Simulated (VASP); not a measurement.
# C (Fd-3m) in VASP: a series of runs

Runs on C. Level: LDA. Tasks: dielectric tensor.

Program: VASP 6.6.1. These are calculated values, not measurements. Logs are shortened: lines on timing, memory, paths and dates and some standing lists are left out, and cuts for length are marked.

### Step 1. The structure

Symmetry: Fd-3m, No. 227, cubic system. Conventional cell: a = 3.567 Å, b = 3.567 Å, c = 3.567 Å, α = 90.00°, β = 90.00°, γ = 90.00°. C (site symmetry -43m) has 4 C at 1.54 Å as nearest neighbours.

This isn't the form of C at room conditions, which is graphite.

### Step 2. Dielectric tensor, LDA

File INCAR:

```
PREC = Accurate
ENCUT = 400
EDIFF = 1E-7
ISMEAR = 0
SIGMA = 0.01
LREAL = False
LASPH = True
NELM = 100
ALGO = Normal
ISIF = 2
LWAVE = False
LCHARG = False
GGA = CA
LEPSILON = True
```

File KPOINTS:

```
Automatic mesh
0
Gamma
  8 8 8
```

File POSCAR:

```
C
1.0
    0.0000000000      1.7833700000      1.7833700000
    1.7833700000      0.0000000000      1.7833700000
    1.7833700000      1.7833700000      0.0000000000
C
2
Direct
    0.7500000000      0.7500000000      0.7500000000
    0.5000000000      0.5000000000      0.5000000000
```

Potentials or basis: VASP PAW LDA potentials, release 64 (C).

Command:

```
> cat potpaw_LDA.64/C/POTCAR > POTCAR
> mpirun -np 1 vasp_std > vasp.out
```

OUTCAR:

```text
PREC = Accurate
   ENCUT = 400
   EDIFF = 1E-7
   ISMEAR = 0
   LREAL = False
   LASPH = True
   NELM = 100
   ISIF = 2
   GGA = CA
   LEPSILON = True

 Found     29 irreducible k-points:

 Following reciprocal coordinates:
            Coordinates               Weight
  0.000000  0.000000  0.000000      1.000000
  0.125000  0.000000  0.000000      8.000000
  0.250000  0.000000  0.000000      8.000000
  0.375000  0.000000  0.000000      8.000000
  0.500000  0.000000  0.000000      4.000000
  0.125000  0.125000  0.000000      6.000000
   k-points           NKPTS =     29   k-points in BZ     NKDIM =     29   number of bands    NBANDS=      8
   number of dos      NEDOS =    301   number of ions     NIONS =      2
   total plane-waves  NPLWV =   4096
   dimension x,y,z NGX =    16 NGY =   16 NGZ =   16
   dimension x,y,z NGXF=    32 NGYF=   32 NGZF=   32
   ions per type =               2
   NGX,Y,Z   is equivalent  to a cutoff of  10.55, 10.55, 10.55 a.u.
   NGXF,Y,Z  is equivalent  to a cutoff of  21.09, 21.09, 21.09 a.u.
 SYSTEM =  unknown system
   PREC   = accura    normal or accurate (medium, high low for compatibility)
   ISTART =      0    job   : 0-new  1-cont  2-samecut
   ICHARG =      2    charge: 1-file 2-atom 10-const
   ISPIN  =      1    spin polarized calculation?
   LNONCOLLINEAR =      F non collinear calculations
   LSORBIT =      F    spin-orbit coupling
   LASPH  =      T    aspherical Exc in radial PAW
   ENCUT  =  400.0 eV  29.40 Ry    5.42 a.u.   4.11  4.11  4.11*2*pi/ulx,y,z
   NELM   =    100;   NELMIN=  2; NELMDL= -5     # of ELM steps
   EDIFF  = 0.1E-06   stopping-criterion for ELM
   LREAL  =      F    real-space projection
   EDIFFG = 0.1E-05   stopping-criterion for IOM
   NSW    =      0    number of steps for IOM
   IBRION =     -1    ionic relax: 0-MD 1-quasi-New 2-CG
   NFREE  =      0    steps in history (QN), initial steepest desc. (CG)
   ISIF   =      2    stress and relaxation
   ISYM   =      2    0-nonsym 1-usesym 2-fastsym
   POTIM  = 0.5000    time-step for ionic-motion
   TEBEG  =    0.0;   TEEND  =   0.0 temperature during run
   PSTRESS=    0.0 pullay stress
   NELECT =       8.0000    total number of electrons
   NUPDOWN=      -1.0000    fix difference up-down
   EMIN   =  10.00;   EMAX   =-10.00  energy-range for DOS
   EFERMI =   0.00;   METHOD = LEGACY
   ISMEAR =     0;   SIGMA  =   0.01  broadening in eV -4-tet -1-fermi 0-gaus
   EFERMI_NEDOS =   21; number of points for ismear=-14 and -15
   IALGO  =     38    algorithm
   IMIX   =      4    mixing-type and parameters
     AMIX     =   0.40;   BMIX     =  1.00
     AMIX_MAG =   1.60;   BMIX_MAG =  1.00
  volume/ion in A,a.u.               =       5.67        38.28
  Fermi-wavevector in a.u.,A,eV,Ry     =   1.457203  2.753714 28.891161  2.123440
  Thomas-Fermi vector in A             =   2.574032
   LORBIT       =      0    0 simple, 1 ext, 2 COOP (PROOUT), +10 PAW based schemes
   GGA     = CA    functional components
   LHFCALC =     F    Hartree Fock is set to
   AEXX    =    0.0000 exact exchange contribution
   IVDW    =     0    specifies the selected vdW correction
   LEPSILON=     T    determine dielectric tensor
   LRPA    =     F    only Hartree local field effects (RPA)
 non-spin polarized calculation
 Gauss-broadening in eV      SIGMA  =   0.01
  energy-cutoff  :      400.00
  volume of cell :       11.34
 maximum number of plane-waves:       211
   NGX =  9   NGY =  9   NGZ =  9

--------------------------------------- Ionic step        1  -------------------------------------------

 number of electron       7.9999995 magnetization

 E-fermi :   9.8181     XC(G=0): -13.4999

 val. band max:        9.7440724328   @ k =   0.0000   0.0000   0.0000
 cond. band min:      13.8242209842   @ k =   0.3750   0.3750   0.0000
 fundamental gap:      4.0801485515
 Fermi energy:         9.8181150973

 k-point     1 :       0.0000    0.0000    0.0000
  band No.  band energies     occupation
      1     -11.5979      2.00000
      2       9.7441      2.00000
      3       9.7441      2.00000
      4       9.7441      2.00000
      5      15.2864      0.00000
      6      15.2864      0.00000
      7      15.2864      0.00000
      8      23.2733      0.00000

 k-point     2 :       0.1250    0.0000    0.0000
  band No.  band energies     occupation
      1     -11.1662      2.00000
      2       7.3351      2.00000
      3       9.0880      2.00000
      4       9.0880      2.00000
      5      16.1429      0.00000
      6      16.1429      0.00000
      7      16.5837      0.00000
      8      23.5744      0.00000

 k-point     3 :       0.2500    0.0000    0.0000
  band No.  band energies     occupation
      1      -9.8834      2.00000
      2       3.1853      2.00000
      3       7.9896      2.00000
      4       7.9896      2.00000
      5      17.4626      0.00000
      6      17.4626      0.00000
      7      17.9204      0.00000
      8      24.3227      0.00000

 k-point     4 :       0.3750    0.0000    0.0000
  band No.  band energies     occupation
      1      -7.8112      2.00000
      2      -0.8840      2.00000
      3       7.2101      2.00000
      4       7.2101      2.00000
      5      18.0495      0.00000
      6      18.0495      0.00000
      7      18.5493      0.00000
      8      24.9790      0.00000

 k-point     5 :       0.5000    0.0000    0.0000
  band No.  band energies     occupation
      1      -5.7583      2.00000
      2      -3.6377      2.00000
      3       6.9393      2.00000
      4       6.9393      2.00000
      5      18.1150      0.00000
      6      18.1150      0.00000
      7      18.7297      0.00000
      8      25.1621      0.00000

 k-point     6 :       0.1250    0.1250    0.0000
  band No.  band energies     occupation
      1     -11.0225      2.00000
      2       8.0096      2.00000
      3       8.0096      2.00000
      4       8.4486      2.00000
      5      14.8768      0.00000
      6      17.4981      0.00000
      7      17.4981      0.00000
      8      23.1626      0.00000

 [... further k-points ...]

  FORCE on cell =-STRESS in cart. coord.  units (eV):
  Direction    XX          YY          ZZ          XY          YZ          ZX
  --------------------------------------------------------------------------------------
  -------------------------------------------------------------------------------------
  Total       -1.0962848     -1.0962848     -1.0962848      0.0000000      0.0000000      0.0000000
  in kB     -154.8387381   -154.8387381   -154.8387381      0.0000000      0.0000000      0.0000000
  external PRESSURE =    -154.8387381 kB  Pullay stress =       0.0000000 kB

 VOLUME and BASIS-vectors are now :
 -----------------------------------------------------------------------------
  energy-cutoff  :      400.00
  volume of cell :       11.34
      direct lattice vectors                 reciprocal lattice vectors
     0.000000000  1.783370000  1.783370000    -0.280368067  0.280368067  0.280368067
     1.783370000  0.000000000  1.783370000     0.280368067 -0.280368067  0.280368067
     1.783370000  1.783370000  0.000000000     0.280368067  0.280368067 -0.280368067

 POSITION                                       TOTAL-FORCE (eV/Angst)
 -----------------------------------------------------------------------------------
      2.67505      2.67505      2.67505        -0.000000     -0.000000     -0.000000
      1.78337      1.78337      1.78337         0.000000      0.000000      0.000000
 -----------------------------------------------------------------------------------
    total drift:                                0.000000      0.000000      0.000000

  FREE ENERGIE OF THE ION-ELECTRON SYSTEM (eV)
  ---------------------------------------------------
  free  energy   TOTEN  =       -20.2463708503 eV

  energy  without entropy=      -20.2463708503  energy(sigma->0) =      -20.24637085

 HEAD OF MICROSCOPIC STATIC DIELECTRIC TENSOR (INDEPENDENT PARTICLE, excluding Hartree and local field effects)
 ------------------------------------------------------
           6.040913     0.000000    -0.000000
           0.000000     6.040913     0.000000
           0.000000     0.000000     6.040913
 ------------------------------------------------------

 Free energy of the ion-electron system (eV)
  ---------------------------------------------------
  ---------------------------------------------------
  free energy    TOTEN  =        -0.16128218 eV

  energy without entropy =       -0.16128218

------------------------ aborting loop because EDIFF is reached ----------------------------------------

--------------------------------------- Ionic step        2  -------------------------------------------

------------------------ aborting loop because EDIFF is reached ----------------------------------------

--------------------------------------- Ionic step        3  -------------------------------------------

 Free energy of the ion-electron system (eV)
  ---------------------------------------------------
  ---------------------------------------------------
  free energy    TOTEN  =        -0.16128075 eV

  energy without entropy =       -0.16128075

------------------------ aborting loop because EDIFF is reached ----------------------------------------

 PIEZOELECTRIC TENSOR FIELD DIRECTION 3  (e Angst)
 -----------------------------------------------------------------------------
     0.00011 -0.00000  0.00000           ( -0.00000 -0.00000  0.00000)
    -0.00000  0.00011  0.00000           ( -0.00000 -0.00000  0.00000)
     0.00000  0.00000 -0.00062           (  0.00000  0.00000 -0.00001)

 PIEZOELECTRIC TENSOR FIELD DIRECTION 3  (C/m^2)
 -----------------------------------------------------------------------------
     0.00016 -0.00000  0.00000
    -0.00000  0.00016  0.00000
     0.00000  0.00000 -0.00087

 MACROSCOPIC STATIC DIELECTRIC TENSOR (including local field effects in DFT)
 ------------------------------------------------------
           5.860065     0.000000    -0.000000
          -0.000000     5.860065     0.000000
           0.000000    -0.000000     5.860065
 ------------------------------------------------------

 PIEZOELECTRIC TENSOR (including local field effects)  for field in x, y, z        (e  Angst)
          XX          YY          ZZ          XY          YZ          ZX
  --------------------------------------------------------------------------------
  x     0.00000    -0.00000    -0.00000     0.00000     0.00000    -0.00000
  y     0.00000    -0.00000    -0.00000    -0.00000    -0.00000    -0.00000
  z     0.00000     0.00000     0.00000     0.00000    -0.00000     0.00000

 PIEZOELECTRIC TENSOR (including local field effects)  for field in x, y, z        (C/m^2)
          XX          YY          ZZ          XY          YZ          ZX
  --------------------------------------------------------------------------------
  x     0.00000    -0.00000    -0.00000     0.00000     0.00000    -0.00000
  y     0.00000    -0.00000    -0.00000    -0.00000    -0.00000    -0.00000
  z     0.00000     0.00000     0.00000     0.00000    -0.00000     0.00000

 BORN EFFECTIVE CHARGES (including local field effects) (in |e|, cummulative output)
 ---------------------------------------------------------------------------------
 ion    1
    1    -0.00000    -0.00000    -0.00000
    2     0.00000     0.00000     0.00000
    3     0.00000     0.00000    -0.00000
 ion    2
    1     0.00000     0.00000     0.00000
    2     0.00000    -0.00000     0.00000
    3     0.00000     0.00000     0.00000
```

It took 7.1 s on 1 thread of Intel Xeon Platinum 8559C (Emerald Rapids), shared host; peak memory 0.11 GiB.

These settings aren't checked as converged: the numbers below hold their error.

Results:

```yaml
Band_gap_on_the_k_mesh: 4.08 eV, indirect (least direct gap 5.54 eV)
Electronic_dielectric_tensor_diagonal: 5.86
Born_charges_mean_of_the_diagonal: C +0.00 e
```

Caveat: the cutoff is under 1.25 times the usual one of these potentials, so pressure, stress and relaxed cells hold a basis-set (Pulay) error.

### Step 3. Dielectric tensor, LDA

Changes to INCAR since step 2:

```diff
@@ -2,6 +2,6 @@
 ENCUT = 400
-EDIFF = 1E-7
+EDIFF = 1E-8
 ISMEAR = 0
 SIGMA = 0.01
-LREAL = False
+LREAL = Auto
 LASPH = True
```

KPOINTS is that of step 2.

POSCAR is that of step 2.

Potentials or basis: VASP PAW LDA potentials, release 64 (C).

Command:

```
> cat potpaw_LDA.64/C/POTCAR > POTCAR
> mpirun -np 1 vasp_std > vasp.out
```

OUTCAR:

```text
PREC = Accurate
   ENCUT = 400
   EDIFF = 1E-8
   ISMEAR = 0
   LREAL = Auto
   LASPH = True
   NELM = 100
   ISIF = 2
   GGA = CA
   LEPSILON = True

 Found     29 irreducible k-points:

 Following reciprocal coordinates:
            Coordinates               Weight
  0.000000  0.000000  0.000000      1.000000
  0.125000  0.000000  0.000000      8.000000
  0.250000  0.000000  0.000000      8.000000
  0.375000  0.000000  0.000000      8.000000
  0.500000  0.000000  0.000000      4.000000
  0.125000  0.125000  0.000000      6.000000
   k-points           NKPTS =     29   k-points in BZ     NKDIM =     29   number of bands    NBANDS=      8
   number of dos      NEDOS =    301   number of ions     NIONS =      2
   total plane-waves  NPLWV =   4096
   dimension x,y,z NGX =    16 NGY =   16 NGZ =   16
   dimension x,y,z NGXF=    32 NGYF=   32 NGZF=   32
   ions per type =               2
   NGX,Y,Z   is equivalent  to a cutoff of  10.55, 10.55, 10.55 a.u.
   NGXF,Y,Z  is equivalent  to a cutoff of  21.09, 21.09, 21.09 a.u.
 SYSTEM =  unknown system
   PREC   = accura    normal or accurate (medium, high low for compatibility)
   ISTART =      0    job   : 0-new  1-cont  2-samecut
   ICHARG =      2    charge: 1-file 2-atom 10-const
[... 178 lines left out ...]
  ---------------------------------------------------
  free energy    TOTEN  =        -0.16127712 eV

  energy without entropy =       -0.16127712

------------------------ aborting loop because EDIFF is reached ----------------------------------------

 PIEZOELECTRIC TENSOR FIELD DIRECTION 3  (e Angst)
 -----------------------------------------------------------------------------
     0.00011 -0.00000  0.00000           ( -0.00000 -0.00000  0.00000)
     0.00000  0.00011  0.00000           ( -0.00000 -0.00000  0.00000)
     0.00000  0.00000 -0.00062           (  0.00000  0.00000 -0.00001)

 PIEZOELECTRIC TENSOR FIELD DIRECTION 3  (C/m^2)
 -----------------------------------------------------------------------------
     0.00015 -0.00000  0.00000
     0.00000  0.00015  0.00000
     0.00000  0.00000 -0.00087

 MACROSCOPIC STATIC DIELECTRIC TENSOR (including local field effects in DFT)
 ------------------------------------------------------
           5.859953     0.000000    -0.000000
           0.000000     5.859953     0.000000
          -0.000000     0.000000     5.859953
 ------------------------------------------------------

 PIEZOELECTRIC TENSOR (including local field effects)  for field in x, y, z        (e  Angst)
          XX          YY          ZZ          XY          YZ          ZX
  --------------------------------------------------------------------------------
  x     0.00000     0.00000    -0.00000     0.00000     0.00000     0.00000
  y     0.00000     0.00000     0.00000     0.00000     0.00000    -0.00000
  z     0.00000    -0.00000     0.00000     0.00000     0.00000     0.00000

 PIEZOELECTRIC TENSOR (including local field effects)  for field in x, y, z        (C/m^2)
          XX          YY          ZZ          XY          YZ          ZX
  --------------------------------------------------------------------------------
  x     0.00000     0.00000    -0.00000     0.00000     0.00000     0.00000
  y     0.00000     0.00000     0.00000     0.00000     0.00000    -0.00000
  z     0.00000    -0.00000     0.00000     0.00000     0.00000     0.00000

 BORN EFFECTIVE CHARGES (including local field effects) (in |e|, cummulative output)
 ---------------------------------------------------------------------------------
 ion    1
    1    -0.00000    -0.00000    -0.00000
    2     0.00000    -0.00000     0.00000
    3     0.00000     0.00000    -0.00000
 ion    2
    1     0.00000     0.00000     0.00000
    2    -0.00000     0.00000    -0.00000
    3    -0.00000    -0.00000     0.00000
```

stdout:

```text
POSCAR found type information on POSCAR C
 POSCAR found :  1 types and       2 ions
 scaLAPACK will be used
 -----------------------------------------------------------------------------
|                                                                             |
|                                                                             |
[... 48 lines left out ...]
 dielectric tensor                  component  3 :     0.769    -0.951     4.068
 Linear response to external field, progress :
  Direction:   1
 dielectric tensor                  component  1 :     5.860     1.864     0.490
 Linear response to external field, progress :
  Direction:   2
 dielectric tensor                  component  2 :     1.614     5.860    -0.333
 Linear response to external field, progress :
  Direction:   3
 dielectric tensor                  component  3 :     0.180     1.022     5.860
 Born effective charges drift removed
```

Run time: 21 s. Hardware: 1 thread of Intel Xeon Platinum 8559C (Emerald Rapids), shared host; peak memory 0.11 GiB.

These settings aren't checked as converged: the numbers below hold their error.

What came out:

```
Band gap on the k mesh                  : 4.08 eV, indirect (least direct gap 5.54 eV)
Electronic dielectric tensor (diagonal) : 5.86
Born charges (mean of the diagonal)     : C +0.00 e
```

Caveat: the cutoff is under 1.25 times the usual one of these potentials, so pressure, stress and relaxed cells hold a basis-set (Pulay) error.
